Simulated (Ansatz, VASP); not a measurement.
# Cross-check of CdInCl3 between VASP and Ansatz, part 2 of 3

One calculation is typed for both programs; each brings its own data sets. How far apart do they land? The cell is generated by rule, not measured, and may not be a known phase. The cell is taken from a series of runs on this material, whose earlier steps may have relaxed, scaled, displaced or heated it; both programs get it as it stands.

VASP 6.6.1 and Ansatz 0.2.0.

So far: The structure; Ansatz: relaxation of cell and atoms, PBEsol, pair 1.

## 3. VASP: relaxation of cell and atoms, PBEsol, pair 1

Level of this step: PBEsol; plane waves and PAW (In_d, Cd, Cl); invented cell (VASP).

The same cell, functional and mesh now go to VASP, with its own data sets.

Lines of VASP's logs that name or quote its potential files are left out, and so is its time.

Input file INCAR:

```
SYSTEM = CdInCl3
PREC = Accurate
ENCUT = 500
EDIFF = 1E-07
NELM = 120
ISMEAR = 0
SIGMA = 0.01
LREAL = .FALSE.
ALGO = Normal
GGA = PS
NBANDS = 57
LORBIT = 11
LWAVE = .FALSE.
LCHARG = .FALSE.
ISIF = 3
IBRION = 2
NSW = 80
EDIFFG = -0.005
LASPH = .TRUE.
GGA_COMPAT = .FALSE.
NELMIN = 4
EFERMI = MIDGAP
KPAR = 2
```

Input file POSCAR:

```
CdInCl3
1.0
    7.0485470000      0.0000000000      0.0000000000
    0.0000000000      7.0485470000      0.0000000000
    0.0000000000      0.0000000000      5.2632680000
In Cd Cl
2 2 6
Direct
    0.0000000709      0.5000000709      0.0000000000
    0.5000000709      0.0000000709      0.0000000000
    0.0000000709      0.0000000709      0.5000000000
    0.5000000709      0.5000000709      0.5000000000
    0.1825649314      0.6825649314      0.5000000000
    0.8174352104      0.3174352104      0.5000000000
    0.6825649314      0.8174352104      0.5000000000
    0.3174352104      0.1825649314      0.5000000000
    0.0000000709      0.0000000709      0.0000000000
    0.5000000709      0.5000000709      0.0000000000
```

Input file KPOINTS:

```
Automatic mesh
0
Gamma
4 4 4
0 0 0
```

PAW data sets: In_d, Cd and Cl (PBE family, release 64).

Launch:

```bash
> mpirun -np 2 vasp_std
```

Numbers of over 12 decimals in the logs are rounded to 6 here.

The log of the run:

```text
[banner, memory and clock lines left out]
running    2 mpi-ranks, on    1 nodes
 distrk:  each k-point on    1 cores,    2 groups
 distr:  one band on    1 cores,    1 groups

 POSCAR found type information on POSCAR InCdCl
 POSCAR found :  3 types and      10 ions
|                                                                             |
|               ----> ADVICE to this user running VASP <----                  |
|                                                                             |
|     You enforced a specific xc type in the INCAR file but a different       |
|     [... a line on the potential file left out ...]
|     I HOPE YOU KNOW WHAT YOU ARE DOING!                                     |
|                                                                             |

 LDA part: xc-table for (Slater+PW92), standard interpolation
 POSCAR, INCAR and KPOINTS ok, starting setup
 FFT: planning ... GRIDC
 FFT: planning ... GRID_SOFT
 FFT: planning ... GRID
 WAVECAR not read
 entering main loop
       N       E                     dE             d eps       ncg     rms          rms(c)
DAV:   1     0.942130055484E+03    0.94213E+03   -0.40134E+04  2052   0.160E+03
DAV:   2     0.126198492314E+03   -0.81593E+03   -0.78197E+03  2132   0.423E+02
DAV:   3    -0.201439902629E+02   -0.14634E+03   -0.14072E+03  2464   0.173E+02
DAV:   4    -0.307228761180E+02   -0.10579E+02   -0.10449E+02  2400   0.477E+01
DAV:   5    -0.312261246295E+02   -0.50325E+00   -0.50248E+00  2704   0.116E+01    0.132E+01
DAV:   6    -0.295933969737E+02    0.16327E+01   -0.30185E+00  2637   0.136E+01    0.103E+01
DAV:   7    -0.294818466709E+02    0.11155E+00   -0.18012E+00  2631   0.563E+00    0.484E+00
DAV:   8    -0.294778232102E+02    0.40235E-02   -0.42174E-01  2450   0.451E+00    0.136E+00
DAV:   9    -0.294686305670E+02    0.91926E-02   -0.91302E-02  2446   0.265E+00    0.727E-01
DAV:  10    -0.294683997581E+02    0.23081E-03   -0.89746E-03  2795   0.580E-01    0.278E-01
DAV:  11    -0.294680252182E+02    0.37454E-03   -0.39824E-03  2645   0.396E-01    0.129E-01
DAV:  12    -0.294680396863E+02   -0.14468E-04   -0.59627E-04  2404   0.131E-01    0.792E-02
DAV:  13    -0.294680363643E+02    0.33220E-05   -0.31820E-05  2727   0.330E-02    0.708E-02
DAV:  14    -0.294680054889E+02    0.30875E-04   -0.64014E-05  2573   0.463E-02    0.232E-02
DAV:  15    -0.294680025657E+02    0.29232E-05   -0.31204E-05  2822   0.293E-02    0.701E-03
DAV:  16    -0.294680027550E+02   -0.18931E-06   -0.22393E-06  2365   0.771E-03    0.913E-03
DAV:  17    -0.294680027612E+02   -0.62100E-08   -0.70405E-08  1553   0.123E-03
   1 F= -.29468003E+02 E0= -.29468003E+02  d E =-.294680E+02
[... from here on, the cycles between the ionic steps are left out ...]
   2 F= -.29468508E+02 E0= -.29468508E+02  d E =-.505539E-03
   3 F= -.29468513E+02 E0= -.29468513E+02  d E =-.510676E-03
   4 F= -.29468509E+02 E0= -.29468509E+02  d E =-.506715E-03
   5 F= -.29468514E+02 E0= -.29468514E+02  d E =-.511465E-03
   6 F= -.29468543E+02 E0= -.29468543E+02  d E =-.291851E-04
   7 F= -.29468602E+02 E0= -.29468602E+02  d E =-.880431E-04
   8 F= -.29468591E+02 E0= -.29468591E+02  d E =-.768459E-04
   9 F= -.29468619E+02 E0= -.29468619E+02  d E =-.104459E-03
  10 F= -.29468650E+02 E0= -.29468650E+02  d E =-.311250E-04
 ZBRENT: can't locate minimum, use default step
 trial-energy change:   -0.000031  1 .order   -0.000031   -0.000034   -0.000028
 step:   4.7271(harm=  6.6311)  dis= 0.00250  next Energy=   -29.468714 (dE=-0.957E-04)
 bond charge predicted
       N       E                     dE             d eps       ncg     rms          rms(c)
DAV:   1    -0.294688420352E+02   -0.19223E-03   -0.73223E-02  2056   0.103E+00    0.141E-01
DAV:   2    -0.294688717285E+02   -0.29693E-04   -0.40764E-03  2711   0.294E-01    0.757E-02
DAV:   3    -0.294687602236E+02    0.11150E-03   -0.12807E-04  2596   0.589E-02    0.461E-02
DAV:   4    -0.294687069397E+02    0.53284E-04   -0.74586E-05  2527   0.443E-02    0.120E-02
DAV:   5    -0.294687068006E+02    0.13908E-06   -0.12282E-05  2558   0.170E-02    0.949E-03
DAV:   6    -0.294687067642E+02    0.36400E-07   -0.70965E-07  2206   0.394E-03
  11 F= -.29468707E+02 E0= -.29468707E+02  d E =-.880797E-04
 curvature:  -5.98 expect dE=-0.315E-04 dE for cont linesearch -0.936E-05
 trial: gam=-0.18959 g(F)=  0.950E-07 g(S)=  0.518E-05 ort = 0.963E-05 (trialstep = 0.189E+01)
 search vector abs. value=  0.376E-05
 reached required accuracy - stopping structural energy minimisation
```

Parts of OUTCAR (step 3):

```text
ion  position               nearest neighbor table
   1  0.000  0.500  0.000-   5 3.20   6 3.20   5 3.20   6 3.20
   2  0.500  0.000  0.000-   7 3.20   8 3.20   7 3.20   8 3.20
   3  0.000  0.000  0.500-   5 2.58   6 2.58   7 2.58   8 2.58   9 2.63   9 2.63
   4  0.500  0.500  0.500-   5 2.58   6 2.58   7 2.58   8 2.58  10 2.63  10 2.63
   5  0.183  0.683  0.500-   3 2.58   4 2.58   1 3.20   1 3.20
   6  0.817  0.317  0.500-   3 2.58   4 2.58   1 3.20   1 3.20
   7  0.683  0.817  0.500-   3 2.58   4 2.58   2 3.20   2 3.20
   8  0.317  0.183  0.500-   3 2.58   4 2.58   2 3.20   2 3.20
   9  0.000  0.000  0.000-   3 2.63   3 2.63
  10  0.500  0.500  0.000-   4 2.63   4 2.63

  LATTYP: Found a simple tetragonal cell.
 ALAT       =     7.0485470000
 C/A-ratio  =     0.7467167347

 Subroutine GETGRP returns: Found 16 space group operations
 (whereof  8 operations were pure point group operations)

The static configuration has the point symmetry C_4h.
 The point group associated with its full space group is D_4h.

 Found     18 irreducible k-points:

   k-points           NKPTS =     18   k-points in BZ     NKDIM =     18   number of bands    NBANDS=     57

   dimension x,y,z NGX =    54 NGY =   54 NGZ =   40
   dimension x,y,z NGXF=   108 NGYF=  108 NGZF=   80

   ENCUT  =  500.0 eV  36.75 Ry    6.06 a.u.  12.85 12.85  9.60*2*pi/ulx,y,z

   NELECT =      92.0000    total number of electrons

 k-points in reciprocal lattice and weights: Automatic mesh
   0.00000000  0.00000000  0.00000000       0.016
   0.25000000  0.00000000  0.00000000       0.062
   0.50000000  0.00000000  0.00000000       0.031
   0.25000000  0.25000000  0.00000000       0.062
   0.50000000  0.25000000  0.00000000       0.062
   0.50000000  0.50000000  0.00000000       0.016
   0.00000000  0.00000000  0.25000000       0.031
   0.25000000  0.00000000  0.25000000       0.125
   0.50000000  0.00000000  0.25000000       0.062
[...]
0.50000000  0.25000000  0.50000000       0.062
   0.50000000  0.50000000  0.50000000       0.016

 average (electrostatic) potential at core
       1 -97.7736       2 -97.7736       3 -38.8020       4 -38.8020       5 -93.0773
       6 -93.0774       7 -93.0774       8 -93.0773       9 -92.9534      10 -92.9534

 E-fermi :   2.3838

 k-point     1 :       0.0000    0.0000    0.0000
  band No.  band energies     occupation
    ...
     42       0.1080      2.00000
     43       0.1080      2.00000
     44       0.1577      2.00000
     45       0.6730      2.00000
     46       0.7151      2.00000
     47       3.1761      0.00000
     48       5.9140      0.00000
     49       5.9140      0.00000
     50       6.0418      0.00000
     51       6.6956      0.00000
    ...

 k-point     2 :       0.2500    0.0000    0.0000
  band No.  band energies     occupation
    ...
     42      -0.1394      2.00000
     43       0.0774      2.00000
     44       0.4465      2.00000
     45       0.7453      2.00000
     46       0.9270      2.00000
     47       3.5665      0.00000
     48       5.5500      0.00000
     49       5.8359      0.00000
     50       5.9604      0.00000
     51       6.1789      0.00000
    ...

 k-point     3 :       0.5000    0.0000    0.0000
  band No.  band energies     occupation
    ...
     42      -0.0916      2.00000
     43       0.0404      2.00000
     44       0.0404      2.00000
     45       1.0969      2.00000
     46       1.0969      2.00000
     47       4.5532      0.00000
     48       4.5532      0.00000
     49       5.3695      0.00000
     50       5.3695      0.00000
     51       6.1643      0.00000
    ...

  Total       -0.0201458     -0.0201458      0.0162065      0.0000000     -0.0000000     -0.0000000
  in kB       -0.1230306     -0.1230306      0.0989734      0.0000000     -0.0000000     -0.0000000
  external PRESSURE =      -0.0490293 kB  Pullay stress =       0.0000000 kB

  energy-cutoff  :      500.00
  volume of cell :      262.35
      direct lattice vectors                 reciprocal lattice vectors
     7.055747218 -0.000000000  0.000000000     0.141728433 -0.000000000  0.000000000
     0.000000000  7.055747218  0.000000000    -0.000000000  0.141728433  0.000000000
    -0.000000000 -0.000000000  5.269819608    -0.000000000 -0.000000000  0.189759816

 POSITION                                       TOTAL-FORCE (eV/Angst)
 -----------------------------------------------------------------------------------
      0.00000      3.52787      0.00000        -0.000000     -0.000000     -0.000000
      3.52787      0.00000      0.00000        -0.000000     -0.000000     -0.000000
      0.00000      0.00000      2.63491         0.000000      0.000000     -0.000000
      3.52787      3.52787      2.63491        -0.000000     -0.000000     -0.000000
      1.28209      4.80996      2.63491        -0.000496     -0.000496     -0.000000
      5.77366      2.24578      2.63491         0.000496      0.000496      0.000000
      4.80996      5.77366      2.63491        -0.000496      0.000496     -0.000000
      2.24578      1.28209      2.63491         0.000496     -0.000496      0.000000
      0.00000      0.00000      0.00000        -0.000000     -0.000000     -0.000000
      3.52787      3.52787      0.00000         0.000000      0.000000     -0.000000
 -----------------------------------------------------------------------------------
    total drift:                               -0.001830     -0.001830      0.000000

  FREE ENERGIE OF THE ION-ELECTRON SYSTEM (eV)
  ---------------------------------------------------
  free  energy   TOTEN  =       -29.4687067642 eV

  energy  without entropy=      -29.4687067642  energy(sigma->0) =      -29.46870676

 reached required accuracy - stopping structural energy minimisation

 total charge
# of ion       s       p       d       tot
------------------------------------------
    1        1.211   0.108   9.849  11.168
    2        1.211   0.108   9.849  11.168
    3        0.334   0.253   9.617  10.204
    4        0.334   0.253   9.617  10.204
    5        1.591   3.494   0.000   5.084
    6        1.591   3.494   0.000   5.084
    7        1.591   3.494   0.000   5.084
    8        1.591   3.494   0.000   5.084
    9        1.589   3.487   0.000   5.076
   10        1.589   3.487   0.000   5.076
--------------------------------------------------
tot         12.632  21.671  38.932  73.235

[... 3 further parts left out ...]
```

## 4. Side by side

Known differences besides the potentials themselves: fixed occupations in Ansatz, narrow Gaussian smearing in VASP; the data sets hold 108 valence electrons in Ansatz (on its PAW soft_1 files) and 92 in VASP; the cutoff is 420 eV in Ansatz and 500 eV in VASP; Ansatz makes its cores anew for this functional, VASP keeps those of its PBE data sets; Ansatz adds a Pulay correction to the stress that steers its cell, VASP none. Total energies have different zeros and are not compared.

Both answers:

```csv
quantity,Ansatz,VASP,difference
volume (Å³),261.49,262.35,-0.33 %
"edge a after relaxation, in the typed setting (Å)",7.048,7.056,-0.10 %
"edge c after relaxation, in the typed setting (Å)",5.263,5.270,-0.12 %
```

## 5. VASP: relaxation of cell and atoms, PBEsol, pair 2

The relaxed volume is the usual yardstick between codes: in a stiff, nearly cubic crystal its relative difference is about their pressure difference at one cell divided by the bulk modulus.

INCAR is that of step 3.

Input file POSCAR:

```
CdInCl3
1.0
   -3.5245950000      3.5245950000      5.2630790000
    3.5245950000     -3.5245950000      5.2630790000
    3.5245950000      3.5245950000     -5.2630790000
In Cd Cl
2 2 6
Direct
    0.2500000000      0.7500000000      0.5000000000
    0.7500000000      0.2500000000      0.5000000000
    1.0000000000      1.0000000000      1.0000000000
    0.5000000000      0.5000000000      1.0000000000
    0.6824851685      0.1824851685      0.8649703370
    0.3175148315      0.8175148315      0.1350296630
    0.2500000000      0.2500000000      1.0000000000
    0.7500000000      0.7500000000      1.0000000000
    0.1824851685      0.3175148315      0.5000000000
    0.8175148315      0.6824851685      0.5000000000
```

Input file KPOINTS:

```
Automatic mesh
0
Gamma
6 6 6
0 0 0
```

Launch:

```bash
> mpirun -np 2 vasp_std
```

The log of the run:

```text
[banner, memory and clock lines left out]
running    2 mpi-ranks, on    1 nodes
[...]
[... a notice as in an earlier step ...]

 LDA part: xc-table for (Slater+PW92), standard interpolation
 POSCAR, INCAR and KPOINTS ok, starting setup
[...]
entering main loop
       N       E                     dE             d eps       ncg     rms          rms(c)
DAV:   1     0.961208354482E+03    0.96121E+03   -0.40676E+04  3420   0.161E+03
DAV:   2     0.135176938897E+03   -0.82603E+03   -0.79181E+03  3516   0.425E+02
DAV:   3    -0.193848257952E+02   -0.15456E+03   -0.14708E+03  4171   0.177E+02
DAV:   4    -0.307149692178E+02   -0.11330E+02   -0.11201E+02  4015   0.490E+01
[...]
DAV:  17    -0.294672059982E+02    0.15592E-06   -0.10093E-07  2306   0.231E-03    0.165E-03
DAV:  18    -0.294672058838E+02    0.11436E-06   -0.59427E-08  1993   0.176E-03    0.267E-03
DAV:  19    -0.294672059792E+02   -0.95410E-07   -0.25224E-08  1935   0.162E-03
   1 F= -.29467206E+02 E0= -.29467206E+02  d E =-.294672E+02
[... from here on, the cycles between the ionic steps are left out ...]
   2 F= -.29467706E+02 E0= -.29467706E+02  d E =-.499875E-03
   3 F= -.29467710E+02 E0= -.29467710E+02  d E =-.503757E-03
   4 F= -.29467741E+02 E0= -.29467741E+02  d E =-.310236E-04
   5 F= -.29467803E+02 E0= -.29467803E+02  d E =-.934621E-04
   6 F= -.29467788E+02 E0= -.29467788E+02  d E =-.780675E-04
   7 F= -.29467820E+02 E0= -.29467820E+02  d E =-.109872E-03
   8 F= -.29467854E+02 E0= -.29467854E+02  d E =-.338973E-04
   9 F= -.29467915E+02 E0= -.29467915E+02  d E =-.958889E-04
[...]
reached required accuracy - stopping structural energy minimisation
```

OUTCAR, selected parts (step 5):

```text
  Total       -0.0105968     -0.0105968      0.0239480      0.0000000      0.0000000      0.0000000
  in kB       -0.0647162     -0.0647162      0.1462542      0.0000000      0.0000000      0.0000000
  external PRESSURE =       0.0056073 kB  Pullay stress =       0.0000000 kB

 POSITION                                       TOTAL-FORCE (eV/Angst)
 -----------------------------------------------------------------------------------
      3.52794      0.00000      2.63474        -0.000000     -0.000000      0.000000
      0.00000      3.52794      2.63474         0.000000     -0.000000      0.000000
      3.52794     -3.52794      5.26948         0.000000     -0.000000      0.000000
      0.00000      0.00000      5.26948        -0.000000     -0.000000      0.000000
      1.28138      4.80933     -0.00000        -0.000600     -0.000600      0.000000
      2.24656     -1.28138      5.26948         0.000600      0.000600     -0.000000
      0.00000      0.00000      2.63474         0.000000     -0.000000      0.000000
      0.00000      0.00000      7.90423        -0.000000     -0.000000      0.000000
      2.24656      1.28138     -0.00000         0.000600     -0.000600     -0.000000
      1.28138      2.24656      5.26948        -0.000600      0.000600     -0.000000
 -----------------------------------------------------------------------------------
    total drift:                               -0.000000      0.000000     -0.000000

  FREE ENERGIE OF THE ION-ELECTRON SYSTEM (eV)
  ---------------------------------------------------
  free  energy   TOTEN  =       -29.4679154969 eV

  energy  without entropy=      -29.4679154969  energy(sigma->0) =      -29.46791550

[... 1 part as in an earlier step ...]

[... 3 further parts left out ...]
[key lines of the parts left out:]
E-fermi :   2.3693
```

## 6. Ansatz: relaxation of cell and atoms, PBEsol, pair 2

The same cell, functional and mesh now go to Ansatz, which takes its cutoff from its data sets.

The cell is taken from a series of runs on this material, whose earlier steps may have relaxed, scaled, displaced or heated it; both programs get it as it stands.

Input file input.yaml:

```yaml
crystal:
  lattice:
    - [-3.5245954554, 3.5245954554, 5.2630793765]
    - [3.5245954554, -3.5245954554, 5.2630793765]
    - [3.5245954554, 3.5245954554, -5.2630793765]
  atoms:
    - { symbol: In, position: [0.25, 0.75, 0.5] }
    - { symbol: In, position: [0.75, 0.25, 0.5] }
    - { symbol: Cd, position: [0.0, 0.0, 0.0] }
    - { symbol: Cd, position: [0.5, 0.5, 0.0] }
    - { symbol: Cl, position: [0.6824851715, 0.1824851715, 0.8649703431] }
    - { symbol: Cl, position: [0.3175148285, 0.8175148285, 0.1350296569] }
    - { symbol: Cl, position: [0.25, 0.25, 0.0] }
    - { symbol: Cl, position: [0.75, 0.75, 0.0] }
    - { symbol: Cl, position: [0.1824851715, 0.3175148285, 0.5] }
    - { symbol: Cl, position: [0.8175148285, 0.6824851715, 0.5] }
kpoints:
  mp_grid: { grid: [6, 6, 6] }
hamiltonian:
  xc: pbesol
  pseudopotentials: { kind: paw, azcp: { folder: soft_1 }, xc_functional: pbe }
scf:
  occupations: { method: fixed }
output:
  forces: true
  stress: true
  eigenvalues: true
relax:
  adjacent_minimum: "off"
  f_tol: 0.001
  max_steps: 60
  cell: { stress_tol: 0.01 }
```

Launch:

```bash
> ansatz run input.yaml --threads 8 --pin off --max-ram 16384MiB --backend cpu --events-out ev --progress --plain --runs-dir out
```

The log of the run:

```text
[...]
Crystal: 10 atoms, lattice volume = 261.528 Å³
Basis set: ecut = 420 eV, 5141 PW (Γ), exchange–correlation on 100×100×100 points (8 copies of the dense FFT grid, shifted against one another)
Bands: 65, of which v1, the nominal top of the filled ones, is band 54 counted from 1 (53 counted from 0)
Symmetry: 16 space group operations
[...]
k-points: 30 of 216
[...]
- { symbol: Cd, position: [0.0, 0.0, 0.0] }
    - { symbol: Cd, position: [0.5, 0.5, 0.0] }
    - { symbol: Cl, position: [0.682485171525, 0.182485171525, 0.86497034305] }
    - { symbol: Cl, position: [0.317514828475, 0.817514828475, 0.135030] }
    - { symbol: Cl, position: [0.25, 0.25, 0.0] }
    - { symbol: Cl, position: [0.75, 0.75, 0.0] }
    - { symbol: Cl, position: [0.182485171525, 0.317515, 0.5] }
    - { symbol: Cl, position: [0.817515, 0.682485, 0.5] }
[key lines of the parts left out:]
SCF converged after 7 iterations
Free energy (F): -33793.250432 eV
Fermi energy:    4.766433 eV
P = ⅓ Tr σ = -0.0011 GPa (-0.011 kbar)
```

## 7. Comparison

What differs besides the data sets and the points named for the pairs above, as far as they apply: the data sets hold 108 valence electrons in Ansatz (on its PAW soft_1 files) and 92 in VASP. Total energies have different zeros and are not compared.

Compared:

```csv
quantity,Ansatz,VASP,difference
volume (Å³),261.53,262.34,-0.31 %
"edge a after relaxation, in the typed setting (Å)",7.249,7.257,-0.11 %
```

(Continued in part 3 of 3.)

[Lines on the potential files, build, host, timing and source positions are cut from VASP's logs without a mark.]

[Logs are printed without paths, hosts, clocks, repeated set-up lines and the standing remarks that a program may print on its own settings, such as how far it seeks lower states.]

[Hosts, paths, dates, database ids (printed as entryN), source tags and the programs' standing remarks are cut or masked in the printed files.]
